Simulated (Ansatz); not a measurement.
Ir under changes of volume

One of the cells (14.059 Å³/atom); the others are scaled copies at fixed shape and fractional positions:

```
Ir
1.0
     0.00000    1.91560    1.91560
     1.91560    0.00000    1.91560
     1.91560    1.91560    0.00000
Ir
1
Direct
  0.00000 0.00000 0.00000
```

| Property | Result |
| --- | --- |
| Program | Ansatz 0.2.0 |
| Functional | HSE06 |
| Potentials or basis | Ansatz PAW |
| Cutoff | 420 eV (not typed: the program's choice for these potentials) |
| k mesh | 8 × 8 × 8 |
| Occupations | fermi-dirac, width 0.05 eV |
| Spin | no spin polarisation |

```tsv
volume (Å³/atom)	energy over the lowest point (meV/atom)	pressure (GPa)
13.215	65.91	27.6
13.496	27.10	17.0
13.778	5.79	7.6
14.059	0.00	-0.7
14.340	7.94	-8.1
14.621	?	?
14.902	58.86	-20.3
```

Problem. What does the run at 14.621 Å³/atom give?

Solution. Energy over the lowest point 28.03 meV/atom; pressure -14.6 GPa.

Worked out: A Birch-Murnaghan fit of order 3 (a polynomial in V^(-2/3)) to the other rows has its minimum at 14.03 Å³/atom with B0 = V·E''(V) = 394 GPa and B' = 5.1. It gives 28.03 meV/atom at 14.621 Å³/atom, against the run's 28.03, and -dE/dV = -14.6 GPa, against -14.6.

Energies are extrapolated to zero smearing.

Caveats: some runs use coarse meshes; the PAW data sets come from PBE, with cores solved anew for the run's functional, which leaves a small shift of forces and pressure; the thresholds are loose for stress.
